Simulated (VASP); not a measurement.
# BaS (Fm-3m) in VASP: further runs, part 2 of 2

VASP 6.6.1. Earlier steps stand in the parts before.

## Step 4: Equation of state, PBEsol, 31.92 Å³/atom (volume scaled by 0.98)

File INCAR:

```
PREC = Accurate
ENCUT = 520
EDIFF = 1E-7
ISMEAR = -1
SIGMA = 0.05
LREAL = False
LASPH = True
NELM = 80
ALGO = Normal
ISIF = 2
LWAVE = False
LCHARG = False
GGA = PS
NBANDS = 15
```

File KPOINTS:

```
Automatic mesh
0
Gamma
  7 7 7
```

File POSCAR:

```
BaS
1.0
    0.0000000000      3.1723147904      3.1723147904
    3.1723147904      0.0000000000      3.1723147904
    3.1723147904      3.1723147904      0.0000000000
Ba S
1 1
Direct
    0.0000000000      0.0000000000      0.0000000000
    0.5000000000      0.5000000000      0.5000000000
```

Started as:

```bash
$ cat potpaw_PBE.64/Ba_sv/POTCAR potpaw_PBE.64/S/POTCAR > POTCAR
$ mpirun -np 1 vasp_std > vasp.out
```

Wall time 34 s (1 thread of AMD EPYC 7R43 (Zen 3), shared host); peak memory 0.17 GiB.

The run converged. Its results:

```yaml
Free_energy: -10.7186 eV
Pressure: 0.4 GPa
Band_gap_on_the_k_mesh: 2.01 eV, indirect (least direct gap 2.15 eV)
```

Caveat: the PAW data sets were made with another functional, which shifts forces and pressure a little; spin-orbit coupling is left out, which moves the levels of the heavy elements; an odd mesh through Γ misses points on the zone boundary, where band edges often lie.

## Step 5: Equation of state, PBEsol, 33.23 Å³/atom (volume scaled by 1.02)

INCAR is that of step 4.

KPOINTS is that of step 4.

File POSCAR:

```
BaS
1.0
    0.0000000000      3.2149012787      3.2149012787
    3.2149012787      0.0000000000      3.2149012787
    3.2149012787      3.2149012787      0.0000000000
Ba S
1 1
Direct
    0.0000000000      0.0000000000      0.0000000000
    0.5000000000      0.5000000000      0.5000000000
```

Started as:

```bash
$ cat potpaw_PBE.64/Ba_sv/POTCAR potpaw_PBE.64/S/POTCAR > POTCAR
$ mpirun -np 1 vasp_std > vasp.out
```

It took 32 s on 1 thread of AMD EPYC 7R43 (Zen 3), shared host; peak memory 0.17 GiB.

The run converged. Its results:

- Free energy: -10.7105 eV
- Pressure: -1.4 GPa
- Band gap on the k mesh: 2.08 eV, indirect (least direct gap 2.24 eV)

Caveat: the PAW data sets were made with another functional, which shifts forces and pressure a little; spin-orbit coupling is left out, which moves the levels of the heavy elements; an odd mesh through Γ misses points on the zone boundary, where band edges often lie.

## Step 6: Equation of state, PBEsol, 33.88 Å³/atom (volume scaled by 1.04)

INCAR is that of step 5.

KPOINTS is that of step 5.

File POSCAR:

```
BaS
1.0
    0.0000000000      3.2357778460      3.2357778460
    3.2357778460      0.0000000000      3.2357778460
    3.2357778460      3.2357778460      0.0000000000
Ba S
1 1
Direct
    0.0000000000      0.0000000000      0.0000000000
    0.5000000000      0.5000000000      0.5000000000
```

Potentials or basis: VASP PAW PBE potentials, release 64 (Ba_sv, S).

Started as:

```bash
$ cat potpaw_PBE.64/Ba_sv/POTCAR potpaw_PBE.64/S/POTCAR > POTCAR
$ mpirun -np 1 vasp_std > vasp.out
```

Run time: 31 s. Hardware: 1 thread of AMD EPYC 7R43 (Zen 3), shared host; peak memory 0.17 GiB.

The run converged. Its results:

| Property | Result |
| --- | --- |
| Free energy | -10.6965 eV |
| Pressure | -2.1 GPa |
| Band gap on the k mesh | 2.11 eV, indirect (least direct gap 2.27 eV) |

Caveat: the PAW data sets were made with another functional, which shifts forces and pressure a little; spin-orbit coupling is left out, which moves the levels of the heavy elements; an odd mesh through Γ misses points on the zone boundary, where band edges often lie.

## Step 7: Equation of state, PBEsol, 34.53 Å³/atom (volume scaled by 1.06)

INCAR is that of step 6.

KPOINTS is that of step 6.

File POSCAR:

```
BaS
1.0
    0.0000000000      3.2563884516      3.2563884516
    3.2563884516      0.0000000000      3.2563884516
    3.2563884516      3.2563884516      0.0000000000
Ba S
1 1
Direct
    0.0000000000      0.0000000000      0.0000000000
    0.5000000000      0.5000000000      0.5000000000
```

Started as:

```bash
$ cat potpaw_PBE.64/Ba_sv/POTCAR potpaw_PBE.64/S/POTCAR > POTCAR
$ mpirun -np 1 vasp_std > vasp.out
```

Run time: 31 s. Hardware: 1 thread of AMD EPYC 7R43 (Zen 3), shared host; peak memory 0.17 GiB.

The run converged. Its results:

| Property | Result |
| --- | --- |
| Free energy | -10.6769 eV |
| Pressure | -2.8 GPa |
| Band gap on the k mesh | 2.14 eV, indirect (least direct gap 2.31 eV) |

Caveat: the PAW data sets were made with another functional, which shifts forces and pressure a little; spin-orbit coupling is left out, which moves the levels of the heavy elements; an odd mesh through Γ misses points on the zone boundary, where band edges often lie.

## Step 8: Equation of state, PBEsol

This step only gathers the single runs of the series.

What came out:

```yaml
Equilibrium_volume: 32.21 Å³/atom
Bulk_modulus: 46 GPa
Pressure_derivative_of_the_bulk_modulus: 4.5
```

Energy against volume, from the lowest point:
```tsv
volume (Å³/atom)	energy (meV/atom)
30.622	11.89
31.273	3.73
31.925	0.00
32.576	0.25
33.228	4.04
33.879	11.00
34.531	20.81
```

Caveat: the PAW data sets were made with another functional, which shifts forces and pressure a little. Spin-orbit coupling is left out, which matters for the levels of Ba.

## Step 9: Equation of state, PBE, 30.62 Å³/atom (volume scaled by 0.94)

File INCAR:

```
SYSTEM = BaS
  ALGO = Normal
  EDIFF = 1E-7
  ENCUT = 520
  GGA = PE
  ISIF = 2
  ISMEAR = -1
  LASPH = .TRUE.
  LCHARG = .FALSE.
  LREAL = .FALSE.
  LWAVE = .FALSE.
  NBANDS = 15
  NELM = 100
  PREC = Accurate
  SIGMA = 0.05
```

File KPOINTS:

```
k-points
0
G
  7 7 7
  0 0 0
```

File POSCAR:

```
BaS
1.0
    0.0000000000      3.1285531347      3.1285531347
    3.1285531347      0.0000000000      3.1285531347
    3.1285531347      3.1285531347      0.0000000000
Ba S
1 1
Direct
    0.0000000000      0.0000000000      0.0000000000
    0.5000000000      0.5000000000      0.5000000000
```

Potentials or basis: VASP PAW PBE potentials, release 64 (Ba_sv, S).

Started as:

```bash
$ cat potpaw_PBE.64/Ba_sv/POTCAR potpaw_PBE.64/S/POTCAR > POTCAR
$ mpirun -np 1 vasp_std > vasp.out
```

Run time: 22 s. Hardware: 1 thread of Intel Xeon Platinum 8488C (Sapphire Rapids), shared host; peak memory 0.2 GiB.

It converged, with:

- Free energy: -10.1104 eV
- Pressure: 4.8 GPa
- Band gap on the k mesh: 2.05 eV, indirect (least direct gap 2.17 eV)

Caveat: spin-orbit coupling is left out, which moves the levels of the heavy elements; an odd mesh through Γ misses points on the zone boundary, where band edges often lie.

## Step 10: Equation of state, PBE, 31.27 Å³/atom (volume scaled by 0.96)

File INCAR:

```
PREC = Accurate
ENCUT = 520
EDIFF = 1E-7
ISMEAR = -1
SIGMA = 0.05
LREAL = F
LASPH = T
NELM = 80
ALGO = Normal
ISIF = 2
LWAVE = F
LCHARG = F
GGA = PE
NBANDS = 15
```

File KPOINTS:

```
Automatic mesh
0
Gamma
  7 7 7
```

File POSCAR:

```
BaS
1.0
    0.0000000000      3.1505859250      3.1505859250
    3.1505859250      0.0000000000      3.1505859250
    3.1505859250      3.1505859250      0.0000000000
Ba S
1 1
Direct
    0.0000000000      0.0000000000      0.0000000000
    0.5000000000      0.5000000000      0.5000000000
```

Started as:

```bash
$ cat potpaw_PBE.64/Ba_sv/POTCAR potpaw_PBE.64/S/POTCAR > POTCAR
$ mpirun -np 1 vasp_std > vasp.out
```

It took 22 s on 1 thread of Intel Xeon Platinum 8488C (Sapphire Rapids), shared host; peak memory 0.2 GiB.

The run converged. Its results:

```
Free energy            : -10.1444 eV
Pressure               : 3.6 GPa
Band gap on the k mesh : 2.09 eV, indirect (least direct gap 2.22 eV)
```

Caveat: spin-orbit coupling is left out, which moves the levels of the heavy elements; an odd mesh through Γ misses points on the zone boundary, where band edges often lie.

## Step 11: Equation of state, PBE, 31.92 Å³/atom (volume scaled by 0.98)

File INCAR:

```
SYSTEM = BaS
ALGO = Normal ; EDIFF = 1E-7
ENCUT = 520 ; GGA = PE
ISIF = 2 ; ISMEAR = -1
LASPH = .True. ; LCHARG = .False.
LREAL = .False. ; LWAVE = .False.
NBANDS = 15 ; NELM = 60
PREC = Accurate ; SIGMA = 0.05
```

File KPOINTS:

```
k-points
0
Gamma
  7 7 7
  0 0 0
```

File POSCAR:

```
BaS
1.0
    0.0000000000      3.1723147904      3.1723147904
    3.1723147904      0.0000000000      3.1723147904
    3.1723147904      3.1723147904      0.0000000000
Ba S
1 1
Direct
    0.0000000000      0.0000000000      0.0000000000
    0.5000000000      0.5000000000      0.5000000000
```

Started as:

```bash
$ cat potpaw_PBE.64/Ba_sv/POTCAR potpaw_PBE.64/S/POTCAR > POTCAR
$ mpirun -np 1 vasp_std > vasp.out
```

Run time: 20 s. Hardware: 1 thread of Intel Xeon Platinum 8488C (Sapphire Rapids), shared host; peak memory 0.2 GiB.

Results (log left out):

| Property | Result |
| --- | --- |
| Free energy | -10.1689 eV |
| Pressure | 2.4 GPa |
| Band gap on the k mesh | 2.13 eV, indirect (least direct gap 2.27 eV) |

Caveat: spin-orbit coupling is left out, which moves the levels of the heavy elements; an odd mesh through Γ misses points on the zone boundary, where band edges often lie.

## Step 12: Equation of state, PBE, 33.23 Å³/atom (volume scaled by 1.02)

File INCAR:

```
SYSTEM = BaS
PREC = Accurate
ENCUT = 520
EDIFF = 1E-7
ISMEAR = -1
SIGMA = 0.05
LREAL = .FALSE.
LASPH = .TRUE.
NELM = 60
ALGO = Normal
ISIF = 2
LWAVE = .FALSE.
LCHARG = .FALSE.
GGA = PE
NBANDS = 15
```

File KPOINTS:

```
regular mesh
0
G
  7 7 7
  0 0 0
```

File POSCAR:

```
BaS
1.0
    0.0000000000      3.2149012787      3.2149012787
    3.2149012787      0.0000000000      3.2149012787
    3.2149012787      3.2149012787      0.0000000000
Ba S
1 1
Direct
    0.0000000000      0.0000000000      0.0000000000
    0.5000000000      0.5000000000      0.5000000000
```

Potentials or basis: VASP PAW PBE potentials, release 64 (Ba_sv, S).

Started as:

```bash
$ cat potpaw_PBE.64/Ba_sv/POTCAR potpaw_PBE.64/S/POTCAR > POTCAR
$ mpirun -np 1 vasp_std > vasp.out
```

It took 22 s on 1 thread of Intel Xeon Platinum 8488C (Sapphire Rapids), shared host; peak memory 0.2 GiB.

Results (log left out):

```yaml
Free_energy: -10.1928 eV
Pressure: 0.5 GPa
Band_gap_on_the_k_mesh: 2.20 eV, indirect (least direct gap 2.35 eV)
```

Caveat: spin-orbit coupling is left out, which moves the levels of the heavy elements; an odd mesh through Γ misses points on the zone boundary, where band edges often lie.

## Step 13: Equation of state, PBE, 33.88 Å³/atom (volume scaled by 1.04)

File INCAR:

```
SYSTEM = BaS
  PREC = Accurate
  ENCUT = 520
  EDIFF = 1E-7
  ISMEAR = -1
  SIGMA = 0.05
  LREAL = .FALSE.
  LASPH = .TRUE.
  NELM = 60
  ALGO = Normal
  ISIF = 2
  LWAVE = .FALSE.
  LCHARG = .FALSE.
  GGA = PE
  NBANDS = 15
```

File KPOINTS:

```
Automatic mesh
0
G
  7 7 7
  0 0 0
```

File POSCAR:

```
BaS
1.0
    0.0000000000      3.2357778460      3.2357778460
    3.2357778460      0.0000000000      3.2357778460
    3.2357778460      3.2357778460      0.0000000000
Ba S
1 1
Direct
    0.0000000000      0.0000000000      0.0000000000
    0.5000000000      0.5000000000      0.5000000000
```

Started as:

```bash
$ cat potpaw_PBE.64/Ba_sv/POTCAR potpaw_PBE.64/S/POTCAR > POTCAR
$ mpirun -np 1 vasp_std > vasp.out
```

Run time: 25 s. Hardware: 1 thread of Intel Xeon Platinum 8488C (Sapphire Rapids), shared host; peak memory 0.2 GiB.

It converged, with:

```yaml
Free_energy: -10.1938 eV
Pressure: -0.3 GPa
Band_gap_on_the_k_mesh: 2.23 eV, indirect (least direct gap 2.39 eV)
```

Caveat: spin-orbit coupling is left out, which moves the levels of the heavy elements; an odd mesh through Γ misses points on the zone boundary, where band edges often lie.

## Step 14: Equation of state, PBE, 34.53 Å³/atom (volume scaled by 1.06)

File INCAR:

```
SYSTEM = BaS
PREC = Accurate ; ENCUT = 520
EDIFF = 1E-7 ; ISMEAR = -1
SIGMA = 0.05 ; LREAL = .FALSE.
LASPH = .TRUE. ; NELM = 60
ALGO = Normal ; ISIF = 2
LWAVE = .FALSE. ; LCHARG = .FALSE.
GGA = PE ; NBANDS = 15
```

KPOINTS is that of step 13.

File POSCAR:

```
BaS
1.0
    0.0000000000      3.2563884516      3.2563884516
    3.2563884516      0.0000000000      3.2563884516
    3.2563884516      3.2563884516      0.0000000000
Ba S
1 1
Direct
    0.0000000000      0.0000000000      0.0000000000
    0.5000000000      0.5000000000      0.5000000000
```

Started as:

```bash
$ cat potpaw_PBE.64/Ba_sv/POTCAR potpaw_PBE.64/S/POTCAR > POTCAR
$ mpirun -np 1 vasp_std > vasp.out
```

Wall time 26 s (1 thread of Intel Xeon Platinum 8488C (Sapphire Rapids), shared host); peak memory 0.2 GiB.

Results (log left out):

* Free energy: -10.1886 eV
* Pressure: -1.0 GPa
* Band gap on the k mesh: 2.25 eV, indirect (least direct gap 2.42 eV)

Caveat: spin-orbit coupling is left out, which moves the levels of the heavy elements; an odd mesh through Γ misses points on the zone boundary, where band edges often lie.

## Step 15: Equation of state, PBE

Potentials or basis: VASP PAW PBE potentials, release 64 (Ba_sv, S).

No new run: the results of the series are fitted here.

Results:

- Equilibrium volume: 33.66 Å³/atom
- Bulk modulus: 41 GPa
- Pressure derivative of the bulk modulus: 4.5

Energy against volume, from the lowest point:
```csv
volume (Å³/atom),energy (meV/atom)
30.622,41.74
31.273,24.70
31.925,12.46
32.576,4.56
33.228,0.53
33.879,0.00
34.531,2.61
```

Spin-orbit coupling is left out, which matters for the levels of Ba. Zero-point motion and thermal expansion aren't in these numbers.
